**Q:** The cells in this table are tetragonal. Is this a new form of carbon?

Carbon in strained cells (space group I4_1/amd) at fixed atomic positions, computed with Ansatz 0.2.0: PBE, PAW, plane-wave cutoff 420 eV, 12×12×12 k mesh, Gaussian smearing 0.05 eV, no spin polarization or dispersion correction. c/a refers to the conventional cell; pressure and stress are positive in compression; energies are relative to the element's standard crystal in PBE.

```tsv
volume (Å³/atom)	c/a	shortest distance (Å)	energy over elements (eV/atom)	pressure (GPa)	stress xx (GPa)	stress yy (GPa)	stress zz (GPa)
5.337	1.4580	1.514	0.180	31.69	42.08	42.08	10.91
5.413	1.4505	1.521	0.164	24.12	32.58	32.58	7.18
5.586	1.4573	1.537	0.149	8.71	18.46	18.46	-10.80
5.837	1.4496	1.559	0.148	-10.15	-2.54	-2.54	-25.37
5.865	1.4566	1.562	0.153	-12.04	-2.94	-2.94	-30.25
6.282	1.4487	1.598	0.213	-35.30	-28.47	-28.47	-48.95
```

**A:** No, it is ordinary diamond pulled out of shape. With these axes the undistorted cubic crystal has c/a = √2, about 1.414, and every row lies 2.4 to 3.1 % above that. Each atom still has four equal bonds. Of the six angles between them, two have closed by one to two degrees and four have opened by less than one.

**Q:** If the crystal is stretched along z, why does the shortest distance seem to follow only the volume?

**A:** Because the bonds run along the diagonals of the cube, with equal shares along its three edges. Stretch z and shrink x and y so that the volume stays fixed, and the changes in bond length cancel to first order. Only the angles give way. From the first row to the last the volume grows by 17.7 % and the bond by 5.5 %, which is what a cubic crystal would do. So the table holds two separate deformations: volume stretches bonds, and shape bends angles.

**Q:** In the row at 5.586 Å³ the pressure is positive, yet the stress along z is negative. Is the crystal squeezed or pulled?

**A:** Both, and the two deformations explain it. The pressure is the mean of the three stresses, counted positive in compression. At 8.71 GPa it tells you that the bonds are somewhat too short and push outwards. The bent angles add a stress of their own: they try to undo the stretch, so they pull inwards along z and push outwards along x and y. Here that is enough to turn the z stress to −10.80 GPa, while the stress along x and y is raised to +18.46 GPa.

The z stress is lower than the x stress in every row, since every row is stretched the same way. A mean pressure of zero would therefore not mean a stress-free crystal.

**Q:** From 5.837 to 5.865 Å³ the volume hardly changes, but the energy rises by 5 meV per atom. What costs so much?

**A:** Mostly the shape, because c/a rises too. Take the volume first. The crystal is already under tension, about 11.1 GPa on average over this step, and it expands by 0.028 Å³ per atom. The product is 0.31 GPa·Å³, and since 1 GPa·Å³ is about 6.2 meV, the work is 1.9 meV.

For the shape, call t the fractional stretch of c/a beyond √2 (strictly, the logarithm of the ratio of c/a to √2) and D the stress along x less that along z. At fixed volume, z lengthens by 2t/3 while x and y each shrink by t/3. For a linear spring the stress difference averages D/2 on the way, so the work per unit volume is (2/3)·(D/2)·t = Dt/3. Multiply by the volume per atom V and you have the shape energy, VDt/3.

At 5.837 Å³, t is 0.0247 and D is 22.83 GPa, which gives 6.9 meV per atom. At 5.865 Å³ the same formula gives 9.8 meV. The shape thus adds 3.0 meV and the volume 1.9 meV, together 4.9 meV against the computed 5.0 meV.

**Q:** Does that bookkeeping work for the other steps, or only for this one?

**A:** It works for all five steps between neighbouring rows, with no adjustable constant. The largest miss is 1.8 meV, on the last and longest step, where the energy rises by 60 meV. For each step I averaged the pressure at the two ends, as if it ran along a straight line. The real curve sags below that line, most of all over a long step, so here the tension and its cost come out too small. In proportion, the step from 5.586 to 5.837 Å³ fares worst: the estimate is a fall of 2.2 meV, the computed fall 1.7 meV. The agreement shows that the energies and stresses of this calculation fit together; it does not test them against nature.

**Q:** Then is the row of lowest energy, at 5.837 Å³, the equilibrium crystal?

**A:** No, and its pressure of −10.15 GPa already says so: the crystal wants to shrink. A straight line from the pressure at 5.586 Å³ to the pressure of this row crosses zero near 5.70 Å³ per atom. That volume is a little closer to the row at 5.586 Å³, which nevertheless lies 1.7 meV higher.

The reason is again the shape. The row at 5.586 Å³ is stretched more and carries about 10.2 meV of shape energy, against 6.9 meV at 5.837 Å³. Take these estimates away and the order reverses, again by 1.7 meV. The lowest entry of a table is only the lowest of the cells that were computed. For a crystal free of outside load to be at equilibrium, every one of its stresses must vanish, not just their mean.

**Q:** Does expansion soften both kinds of resistance equally?

**A:** No, the resistance to a change of volume softens faster. Its measure is the bulk stiffness, the pressure change per fractional change of volume. It falls from about 535 GPa over the first step to about 340 GPa over the last, a loss of 37 %. These are rough values, since the shape changes along the way as well. The resistance to a change of shape, D/t, falls by only 17 % from the first row to the last.

The numbers show the difference; bonding theory suggests a reason, which this table does not test. The energy of a bond rises steeply when it is compressed and flattens out when it is pulled, so its stiffness drops quickly with length. Bending depends on how firmly the bonding orbitals keep their directions, and that weakens more gently as the atoms move apart.

The two rows at nearly the same volume, 5.837 and 5.865 Å³, offer a useful control. Their stretches differ, but D/t agrees within about 1 GPa. Over this small range of stretch the angles behave nearly like a linear spring, so the softening across the table belongs mainly to the volume.

**Q:** What would change with other settings, and which digits can I trust?

**A:** Halving the smearing width would change almost nothing, because the computed gap is above 3.6 eV in every row and no states lie near the Fermi level to be smeared. Allowing spin should not matter either, since diamond is a closed-shell crystal. A finer mesh or a higher cutoff might shift the pressures, and with them the volume of zero pressure. No row repeats the calculation that way, so I would not lean on the decimals of the pressure.

The energy over the elements needs more care. Even without its shape energy, the lowest row lies 0.14 eV per atom above the elements, whereas measurements put diamond only a few hundredths of an eV above graphite. PBE is known to place diamond too high. The energy of the elements, however, is the same constant in every row and drops out of their differences, so use the column to compare one strained cell with another, and not to judge diamond against graphite.
